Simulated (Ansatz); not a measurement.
## 4 guesses for Si2C3 and where they end

Level of theory: DFT PBE, scalar-relativistic, plane waves, PAW in Ansatz. All cells share a 420 eV cutoff and Γ-centred k meshes spaced at most about 0.3 Å⁻¹ (about 0.25 or finer for metals, 2π included). No spin polarisation in the final relaxations.

Each guess was relaxed in cell and atoms at zero pressure, within the symmetry of its start. Temperature and zero-point effects are left out. Coordination counts C atoms around Si (those within 1.25 times the shortest such distance or 1.15 times the sum of covalent radii; the shortest distance is added where it is long for a bond; a slash parts the counts of unlike sites). For orderings, «n of Z unlike» gives the unlike atoms among the Z nearest shared sites at the start, averaged over those sites.

| guess | made from | start group | V start (Å³/atom) | end group | V end (Å³/atom) | coordination at the end | gap on mesh (eV) | E over the lowest end (meV/atom) |
| --- | --- | --- | --- | --- | --- | --- | --- | --- |
| 1 | Si/C on fcc sites, 7.2 of 12 unlike | C2/m | 13.8 | R-3m | 8.7 | Si 6 | 0 | 0 |
| 2 | Si/C on hcp sites, 4.8 of 12 unlike | P-6m2 | 13.8 | P-6m2 | 9.2 | Si 2/4/6 from 2.3 Å | 0 | 149 |
| 3 | Si/C ordered on a cell of Si | P6/mmm | 13.8 | P6/mmm | 11.9 | Si 1 | 0 | 574 |
| 4 | Si/C on hcp sites, 3.6 of 12 unlike | P-3m1 | 13.8 | ? | ? | ? | ? | ? |

Guess 4 as it starts:

```
CELL_PARAMETERS angstrom
2.72569 0.00000 0.00000
-1.36284 2.36052 0.00000
0.00000 0.00000 21.39698
ATOMIC_POSITIONS crystal
Si 0.33333 0.66667 0.05000
Si 0.33333 0.66667 0.25000
Si 0.66667 0.33333 0.95000
Si 0.66667 0.33333 0.75000
C 0.33333 0.66667 0.85000
C 0.33333 0.66667 0.45000
C 0.33333 0.66667 0.65000
C 0.66667 0.33333 0.15000
C 0.66667 0.33333 0.35000
C 0.66667 0.33333 0.55000
```

Task: Fill in the missing row: what does this guess relax into, and where does it rank?

Result: It ends in space group P-3m1 (No. 164), with a = 2.663 Å, c = 20.800 Å, 12.8 Å³/atom and no gap. It lies 132 meV/atom over the lowest end, above guess 1 and below guess 2. Counting C atoms around Si, this end has Si 3 and the lowest (guess 1) has Si 6. This end holds Si–Si pairs (shortest 2.41 Å) and C–C nets (shortest 1.54 Å); the lowest (guess 1) holds C–C pairs (shortest 1.35 Å).

```cif
data_structure
_symmetry_space_group_name_H-M 'P-3m1'
_symmetry_Int_Tables_number 164
_cell_length_a 2.6628
_cell_length_b 2.6628
_cell_length_c 20.7999
_cell_angle_alpha 90.000
_cell_angle_beta 90.000
_cell_angle_gamma 120.000
_cell_volume 127.72
loop_
_atom_site_label
_atom_site_type_symbol
_atom_site_symmetry_multiplicity
_atom_site_Wyckoff_symbol
_atom_site_fract_x
_atom_site_fract_y
_atom_site_fract_z
_atom_site_occupancy
Si1 Si 2 d 0.33333 0.66667 0.05138 1
Si2 Si 2 d 0.33333 0.66667 0.16745 1
C1 C 2 d 0.33333 0.66667 0.89413 1
C2 C 2 d 0.33333 0.66667 0.38648 1
C3 C 2 d 0.33333 0.66667 0.61353 1
```

Formation energies are uncorrected and refer to the elements' standard structures at the same level.

Task: Is the lowest end bound against the elements?

Result: No: its formation energy is +0.58 eV/atom. The separate elements lie lower, so it is unstable against them.

Weakly bound directions are ill-defined at this level, which has no dispersion term (P-3m1), and this can change margins and order among such cells. The reference form of C is held partly by dispersion forces, which this level lacks. With atoms moved at random, P6/mmm came back. Other cells relaxed within their symmetry can be saddle points. A lower structure may well exist outside this small set. Some structure types and database cells were kept out of the candidates from the start, so a known form may be missing.
